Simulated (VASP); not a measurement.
**BN: relaxation of cell and atoms with PBE**

BN:

```
N B
1.0
     0.00000    1.81300    1.81300
     1.81300    0.00000    1.81300
     1.81300    1.81300    0.00000
N B
1 1
Direct
  0.25000 0.25000 0.25000
  0.00000 0.00000 0.00000
```

The cell is a database's computed one.

- Program: VASP 6.6.1
- Task: relaxation of cell and atoms
- Functional: PBE
- Potentials or basis: VASP PAW PBE potentials, release 64 (N_GW, B_GW)
- Cutoff: 680 eV
- k mesh: 13 × 13 × 13
- Occupations: fermi-dirac, width 0.05 eV
- Spin: no spin polarisation
- Further INCAR settings: ALGO = Fast; EDIFF = 1e-07; IBRION = 2; EDIFFG = -0.005; NSW = 60; ISIF = 3

The relaxed volume is 5.95 Å³/atom. The relaxed cell is a = 2.563 Å, b = 2.563 Å, c = 2.563 Å, α = 60.00°, β = 60.00°, γ = 60.00° and the space group after relaxing (to 0.05 Å) is F-43m (No. 216). The energy gained by relaxing is 0.0 meV/atom and the ionic steps are 3. The pressure after relaxing is 0.0 GPa and the band gap on the k mesh is 4.53 eV, indirect (least direct gap 8.79 eV).

Final structure:
```
N B
1.0
     0.00000    1.81197    1.81197
     1.81197    0.00000    1.81197
     1.81197    1.81197    0.00000
N B
1 1
Direct
  0.25000 0.25000 0.25000
  0.00000 0.00000 0.00000
```

Levels at points of the mesh, in eV from the valence-band top:
```csv
k point,band 1,band 2,band 3,band 4,band 5,band 6,band 7,band 8
"(0.00, 0.00, 0.00)",-20.15,0.00,0.00,0.00,8.79,8.79,8.79,10.23
```

Wall time 17 s on 1 thread of Intel(R) Xeon(R) Platinum 8488C (Sapphire Rapids), with other jobs on the host, peak memory 0.14 GiB.

Caveat: an odd mesh through Γ misses points on the zone boundary, where band edges often lie.
